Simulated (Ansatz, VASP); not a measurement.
# Au in VASP and in Ansatz

The input run.py:

```python
from ase.calculators.vasp import Vasp
from ase.dft.bandgap import bandgap
from ase.io import read

atoms = read('Au.cif', primitive_cell=True, subtrans_included=False)
calc = Vasp(
    directory='calc',
    xc='pbe',
    pp='PBE',
    setups='minimal',
    prec='Accurate',
    encut=500,
    ediff=1e-06,
    ismear=0,
    sigma=0.02,
    lreal=False,
    lasph=True,
    nelm=80,
    algo='Normal',
    isif=2,
    lwave=False,
    lcharg=True,
    lelf=True,
    lvhar=True,
    kpts=[11, 11, 11],
    gamma=True,
    nbands=12,
)
atoms.calc = calc

print('energy (eV):', atoms.get_potential_energy())
print('free energy (eV):', atoms.get_potential_energy(force_consistent=True))
print('forces (eV/A):')
print(atoms.get_forces())
print('stress (eV/A^3, Voigt):', atoms.get_stress())
print('Fermi level (eV):', calc.get_fermi_level())
gap, top, bottom = bandgap(calc)
print('band gap (eV):', gap, 'from (spin, k, band)', top, 'to', bottom)
```

Contents of Au.cif:

```cif
data_Au
_cell_length_a 3.31453800
_cell_length_b 3.31453800
_cell_length_c 3.31453800
_cell_angle_alpha 90.00000000
_cell_angle_beta 90.00000000
_cell_angle_gamma 90.00000000
_space_group_name_H-M_alt 'Im-3m'
_space_group_name_Hall '-I 4 2 3'
_space_group_IT_number 229
loop_
_space_group_symop_operation_xyz
'x,y,z'
'-x,-y,-z'
'-y,x,z'
'y,-x,-z'
'-x,-y,z'
'x,y,-z'
'y,-x,z'
'-y,x,-z'
'x,-y,-z'
'-x,y,z'
'-y,-x,-z'
'y,x,z'
'-x,y,-z'
'x,-y,z'
'y,x,-z'
'-y,-x,z'
'z,x,y'
'-z,-x,-y'
'z,-y,x'
'-z,y,-x'
'z,-x,-y'
'-z,x,y'
'z,y,-x'
'-z,-y,x'
'-z,x,-y'
'z,-x,y'
'-z,-y,-x'
'z,y,x'
'-z,-x,y'
'z,x,-y'
'-z,y,x'
'z,-y,-x'
'y,z,x'
'-y,-z,-x'
'x,z,-y'
'-x,-z,y'
'-y,z,-x'
'y,-z,x'
'-x,z,y'
'x,-z,-y'
'-y,-z,x'
'y,z,-x'
'-x,-z,-y'
'x,z,y'
'y,-z,-x'
'-y,z,x'
'x,-z,y'
'-x,z,-y'
'x+1/2,y+1/2,z+1/2'
'-x+1/2,-y+1/2,-z+1/2'
'-y+1/2,x+1/2,z+1/2'
'y+1/2,-x+1/2,-z+1/2'
'-x+1/2,-y+1/2,z+1/2'
'x+1/2,y+1/2,-z+1/2'
'y+1/2,-x+1/2,z+1/2'
'-y+1/2,x+1/2,-z+1/2'
'x+1/2,-y+1/2,-z+1/2'
'-x+1/2,y+1/2,z+1/2'
'-y+1/2,-x+1/2,-z+1/2'
'y+1/2,x+1/2,z+1/2'
'-x+1/2,y+1/2,-z+1/2'
'x+1/2,-y+1/2,z+1/2'
'y+1/2,x+1/2,-z+1/2'
'-y+1/2,-x+1/2,z+1/2'
'z+1/2,x+1/2,y+1/2'
'-z+1/2,-x+1/2,-y+1/2'
'z+1/2,-y+1/2,x+1/2'
'-z+1/2,y+1/2,-x+1/2'
'z+1/2,-x+1/2,-y+1/2'
'-z+1/2,x+1/2,y+1/2'
'z+1/2,y+1/2,-x+1/2'
'-z+1/2,-y+1/2,x+1/2'
'-z+1/2,x+1/2,-y+1/2'
'z+1/2,-x+1/2,y+1/2'
'-z+1/2,-y+1/2,-x+1/2'
'z+1/2,y+1/2,x+1/2'
'-z+1/2,-x+1/2,y+1/2'
'z+1/2,x+1/2,-y+1/2'
'-z+1/2,y+1/2,x+1/2'
'z+1/2,-y+1/2,-x+1/2'
'y+1/2,z+1/2,x+1/2'
'-y+1/2,-z+1/2,-x+1/2'
'x+1/2,z+1/2,-y+1/2'
'-x+1/2,-z+1/2,y+1/2'
'-y+1/2,z+1/2,-x+1/2'
'y+1/2,-z+1/2,x+1/2'
'-x+1/2,z+1/2,y+1/2'
'x+1/2,-z+1/2,-y+1/2'
'-y+1/2,-z+1/2,x+1/2'
'y+1/2,z+1/2,-x+1/2'
'-x+1/2,-z+1/2,-y+1/2'
'x+1/2,z+1/2,y+1/2'
'y+1/2,-z+1/2,-x+1/2'
'-y+1/2,z+1/2,x+1/2'
'x+1/2,-z+1/2,y+1/2'
'-x+1/2,z+1/2,-y+1/2'
loop_
_atom_site_label
_atom_site_type_symbol
_atom_site_symmetry_multiplicity
_atom_site_Wyckoff_symbol
_atom_site_fract_x
_atom_site_fract_y
_atom_site_fract_z
_atom_site_occupancy
Au1 Au 2 a 0.0000000000 0.0000000000 0.0000000000 1
```

input.yaml

```yaml
crystal:
  lattice:
    - [-1.657269, 1.657269, 1.657269]
    - [1.657269, -1.657269, 1.657269]
    - [1.657269, 1.657269, -1.657269]
  atoms:
    - { symbol: Au, position: [0.0, 0.0, 0.0] }
hamiltonian:
  xc: pbe
  pseudopotentials: { kind: paw }
kpoints:
  mp_grid: { grid: [11, 11, 11] }
scf:
  occupations: { method: gaussian, width: 0.02 }
output:
  forces: true
  stress: true
  eigenvalues: true
```

This isn't the form of Au at room conditions, which is fcc.

Alike in both runs: task single point; functional PBE; k mesh 11 × 11 × 11; occupations gaussian, width 0.02 eV; no spin polarisation.

|  | VASP | Ansatz |
| --- | --- | --- |
| version | VASP 6.6.1 | Ansatz 0.2.0 |
| potentials or method | VASP PAW PBE potentials, release 64 (Au) | Ansatz PAW |
| plane-wave cutoff (eV) | 500 | 420 |
| valence electrons in the cell | 11 | 19 |

|  | VASP | Ansatz | Ansatz less VASP |
| --- | --- | --- | --- |
| gap on the k mesh at the Fermi level (eV) | none | none | - |
| pressure (GPa) | -1.1 | -0.9 | +0.21 |

A gap of «none» marks a metal or a gap that the smearing closes. The two sets of potentials don't hold the same shells in valence.

Spin-orbit coupling is left out, which matters for the levels of Au.
